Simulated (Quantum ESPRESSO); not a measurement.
Runs of Quantum ESPRESSO 7.5 on LiCl. It takes space group Fm-3m (No. 225, cubic). Conventional cell: a = 5.130 Å, b = 5.130 Å, c = 5.130 Å, α = 90.00°, β = 90.00°, γ = 90.00°. Around Cl (site symmetry m-3m) lie 6 Li at 2.56 Å. Li (site symmetry m-3m) has 6 Cl at 2.56 Å as nearest neighbours. 

```tsv
task	level	potentials or basis	cell	k mesh	cutoff (eV)	smearing	share of exact exchange	q mesh for exact exchange	cutoff for exact exchange	SCF threshold	form of the LDA correlation	mesh quality	pressure (GPa)
dielectric tensor	LDA	PseudoDojo 0.4.1 SR LDA standard	as given	6 × 6 × 6, shifted	1007	fermi-dirac 0.05 eV	-	-	-	4e-10 Ry	PW92	not flagged	-3.3
phonon dispersion	LDA	PseudoDojo 0.4.1 SR LDA standard	relaxed	4 × 4 × 4, shifted	1007	fermi-dirac 0.05 eV	-	-	-	4e-10 Ry	PW92	not flagged	0.0
dielectric tensor	PBEsol	PseudoDojo 0.4.1 SR PBEsol standard	as given	6 × 6 × 6, shifted	1007	fermi-dirac 0.05 eV	-	-	-	4e-10 Ry	-	not flagged	(a)
dielectric tensor	BLYP	PseudoDojo 0.4.1 SR PBE standard	as given	6 × 6 × 6, shifted	1007	fermi-dirac 0.05 eV	-	-	-	4e-10 Ry	-	not flagged	2.0
dielectric tensor	WC	PseudoDojo 0.4.1 SR PBE standard	as given	6 × 6 × 6, shifted	1007	fermi-dirac 0.05 eV	-	-	-	4e-10 Ry	-	not flagged	-1.1
phonons	LDA	JTH 2.0 LDA	relaxed	6 × 6 × 6, shifted	707	fermi-dirac 0.05 eV	-	-	-	4e-10 Ry	PW92	not flagged	-0.1
dielectric tensor	AM05	PseudoDojo 0.4.1 SR PBE standard	as given	6 × 6 × 6, shifted	1007	fermi-dirac 0.05 eV	-	-	-	4e-10 Ry	-	not flagged	-0.1
```

Alike in all rows: no spin polarisation.

Task: Estimate the missing entries.

Result: (a) -1.3.

Caveats: the potentials were made for another functional, which shifts forces and pressure (some runs); the cell is more than 3 GPa from zero pressure, which shifts response properties (some runs).

Runs at the PBE level aren't shown here.
